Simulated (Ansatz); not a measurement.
I need a formation energy from the elements of AgBr and its elements. Use Ansatz 0.2.0 through its Python package. Level of theory (first run): LDA, PAW, cutoff 460 eV, 6×6×6 k-points, Fermi-Dirac smearing of 0.02 eV.

The script, `agbr_formation.py`:
```python
"""Formation energy of AgBr from the elements, after relaxing atoms and volume at fixed cell shape."""

from collections import Counter
import warnings

import ansatz as az
import numpy as np

PHASES = {
    "AgBr": (
        [(0.0, 2.87015, 2.87015), (2.87015, 0.0, 2.87015), (2.87015, 2.87015, 0.0)],
        [
            ("Ag", (0.0, 0.0, 0.0)),
            ("Br", (0.5, 0.5, 0.5)),
        ],
    ),
    "Ag": (
        [(0.0, 2.04275, 2.04275), (2.04275, 0.0, 2.04275), (2.04275, 2.04275, 0.0)],
        [
            ("Ag", (0.0, 0.0, 0.0)),
        ],
    ),
    "Br": (
        [(3.36325, -2.32255, 0.0), (3.36325, 2.32255, 0.0), (0.0, 0.0, 8.7023)],
        [
            ("Br", (0.8651, 0.1349, 0.1099)),
            ("Br", (0.6349, 0.3651, 0.6099)),
            ("Br", (0.1349, 0.8651, 0.8901)),
            ("Br", (0.3651, 0.6349, 0.3901)),
        ],
    ),
}


def build(vectors, sites):
    crystal = az.Crystal(lattice=az.Lattice.of(vectors))
    for symbol, position in sites:
        crystal = crystal.atom(symbol, position)
    return crystal


def compute(name, crystal):
    calc = (
        crystal.calculation()
        .functional("lda")
        .basis(460)
        .kpoints(spacing=0.33)
        .occupations("fermi_dirac", width=0.02)
        .stress()
    )
    calc = calc.relax(force_tolerance=0.03, fix_cell=["shape"])
    return calc.run(threads=1)


def counts(outcome):
    return Counter(site.symbol for site in outcome.lattice.sites)

def formation_energy(outcome, mu):
    n = counts(outcome)
    return (outcome.report["energy_sigma0_ev"] - sum(k * mu[element] for element, k in n.items())) / sum(n.values())


def volume_per_atom(outcome):
    return abs(np.linalg.det(outcome.lattice.cell_ang)) / len(outcome.lattice.sites)

warnings.simplefilter("ignore", az.DeckWarning)

phases = {name: build(*cell) for name, cell in PHASES.items()}

done = {name: compute(name, crystal) for name, crystal in phases.items()}

# chemical potentials of the elements at zero temperature
references = {"Ag": "Ag", "Br": "Br"}
mu = {element: done[name].report["energy_sigma0_ev"] / len(done[name].lattice.sites) for element, name in references.items()}

target = done["AgBr"]
heat = formation_energy(target, mu)
rows = [(name, len(o.lattice.sites), volume_per_atom(o), formation_energy(o, mu)) for name, o in done.items()]
print("     phase       atoms  V (A^3/atom)  E_form (eV/atom)")
for row in rows:
    print(f"{str(row[0]):>10}  {row[1]:10d}  {row[2]:12.3f}  {row[3]:16.4f}")
```

Output of `python agbr_formation.py`:
```text
     phase       atoms  V (A^3/atom)  E_form (eV/atom)
      AgBr           2        21.789           -0.2354
        Ag           1        15.997            0.0000
        Br           4        26.886            0.0000
```

What to keep in mind:
- For the metals among these phases the mesh is modest: differences between phases can be off by up to 40 meV an atom.
- Atoms and volume are relaxed with the cell's shape held, which in cells of lower than cubic symmetry can hide stresses and shift volumes.
- Of the deposited cell: the entry's cell lengths or inner coordinates differ somewhat from later room-temperature determinations.
- The cells come from databases of deposited and of computed structures, and not all need be stable phases.
- The compound is the structure given, not necessarily its lowest; energies are at zero temperature, with no correction for gases. A semilocal functional's error on such energies is often 0.05 to 0.1 eV an atom, and 0.1 to 0.3 eV against gases such as O2 or F2.
- Timing: 24 s on 1 thread of AMD EPYC 7R43 64-Core Processor (Zen 3) (shared host), peak memory 0.46 GiB.

(Lines on the test bed's own set-up are left out of the output.)
